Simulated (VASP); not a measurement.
Write the native input for VASP 6.6.1 that does the following.

```
Task                   : relaxation of cell and atoms
Functional             : PBE
Potentials or basis    : VASP PAW PBE potentials, release 64 (C)
Cutoff                 : 600 eV
k mesh                 : 12 × 12 × 4
Occupations            : gaussian, width 0.03 eV
Spin                   : no spin polarisation
Further INCAR settings : ALGO = Normal; EDIFF = 1e-07; IBRION = 2; EDIFFG = -0.005; NSW = 90; ISIF = 3
```

The structure of C lies in POSCAR:

```
C                                       
1.0
    2.4667893601      0.0000000000      0.0000000000
   -1.2333946800      2.1363022516      0.0000000000
    0.0000000000     -0.0000000000      7.8042261285
  C             
     4
Direct
     0.0000000000000000    0.0000000000000000    0.2500000000000000
     0.0000000000000000    0.0000000000000000    0.7500000000000000
     0.3333333300000021    0.6666666699999979    0.2500000000000000
     0.6666666699999979    0.3333333300000021    0.7500000000000000
```

These files were run (other wordings do the same):

INCAR

```
  ALGO = Normal
  EDIFF = 1E-7
  EDIFFG = -0.005
  ENCUT = 600
  GGA = PE
  IBRION = 2
  ISIF = 3
  ISMEAR = 0
  LASPH = T
  LCHARG = F
  LREAL = F
  LWAVE = F
  NELM = 80
  NSW = 90
  PREC = Accurate
  SIGMA = 0.03
```

KPOINTS

```
k-points
0
Gamma
  12 12 4
```

Potentials or basis: VASP PAW PBE potentials, release 64 (C).

Command:

```sh
$ cat potpaw_PBE.64/C/POTCAR > POTCAR
$ mpirun -np 1 vasp_std > vasp.out
```

Results of the run:

```
Relaxed volume                         : 10.30 Å³/atom
Relaxed cell                           : a = 2.467 Å, b = 2.467 Å, c = 7.819 Å, α = 90.00°, β = 90.00°, γ = 120.00°
Space group after relaxing (to 0.05 Å) : P6_3/mmc (No. 194)
Energy gained by relaxing              : 0.0 meV/atom
Ionic steps                            : 6
Pressure after relaxing                : 0.0 GPa
Band gap on the k mesh                 : none (metal or under the smearing width)
```

Caveat: this functional lacks dispersion, which binds the layers, so the pressure and a relaxed spacing across them are unreliable.

Run time: 80 s on 1 thread of Intel(R) Xeon(R) Platinum 8259CL CPU @ 2.50GHz (Skylake/Cascade Lake), with other jobs on the host, peak memory 0.17 GiB.
